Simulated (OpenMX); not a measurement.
**AlRu in OpenMX: convergence with criterion**

Input of the first run (criterion 1.0e-3); the others differ in this setting and in those tied to it:

File AlRu.dat:

```
System.CurrrentDirectory             ./
System.Name                          AlRu
DATA.PATH                            ./DFT_DATA13
level.of.stdout                      1
level.of.fileout                     0
Species.Number                       2
<Definition.of.Atomic.Species
  Ru  Ru7.0-s3p2d1           Ru_CA13
  Al  Al7.0-s2p1d1           Al_CA13
Definition.of.Atomic.Species>

Atoms.Number                         2
Atoms.SpeciesAndCoordinates.Unit     AU
<Atoms.SpeciesAndCoordinates
    1  Ru    2.8120950777    2.8693347875    2.8823034684   7.000  7.000
    2  Al    0.2431769006    0.0998882403   -0.1375449027   1.500  1.500
Atoms.SpeciesAndCoordinates>

Atoms.UnitVectors.Unit               AU
<Atoms.UnitVectors
     5.6533046744    0.0000000000    0.0000000000
     0.0000000000    5.6533046744    0.0000000000
     0.0000000000    0.0000000000    5.6533046744
Atoms.UnitVectors>

scf.XcType                           LDA
scf.SpinPolarization                 off
scf.ElectronicTemperature            580.226
scf.energycutoff                     400.0
scf.maxIter                          100
scf.EigenvalueSolver                 band
scf.Kgrid                            7 7 7
scf.Mixing.Type                      rmm-diisk
scf.Init.Mixing.Weight               0.05
scf.Min.Mixing.Weight                0.001
scf.Max.Mixing.Weight                0.3
scf.Mixing.History                   25
scf.Mixing.StartPulay                8
scf.criterion                        1.0e-3
scf.stress.tensor                    on
MD.Type                              nomd
```

Potentials or basis: OpenMX 2013 LDA set, Ru7.0-s3p2d1, Al7.0-s2p1d1, grid cutoff 400 Ry.

Run with:

```bash
$ openmx AlRu.dat -nt 1 > AlRu.std
```

The cell isn't the ideal one: atoms moved at random, drawn with an rms of 0.15 Å.

Hardware: 1 thread of Arm Neoverse V1, on a shared host.

```tsv
criterion	energy less the tightest run, at zero smearing (meV/atom)	SCF cycles	CPU time (s)	peak memory (GiB)
1.0e-3	-0.12	10	54	0.6
1.0e-4	-0.01	13	59	0.6
1.0e-5	0.00	14	61	0.6
1.0e-6	0.00	15	63	0.6
1.0e-7	0.00	16	65	0.6
1.0e-8	0.00	18	68	0.6
1.0e-9	0.00	18	68	0.6
1.0e-10	0.00	19	69	0.6
```

Against the tightest run, the energy stays within 1 meV/atom from 1.0e-3 on. The tightest run that finished is the yardstick and may itself not be fully converged.

Caveat, for the tightest run too: the basis of atomic orbitals isn't converged, which shifts pressures, moduli and gaps.
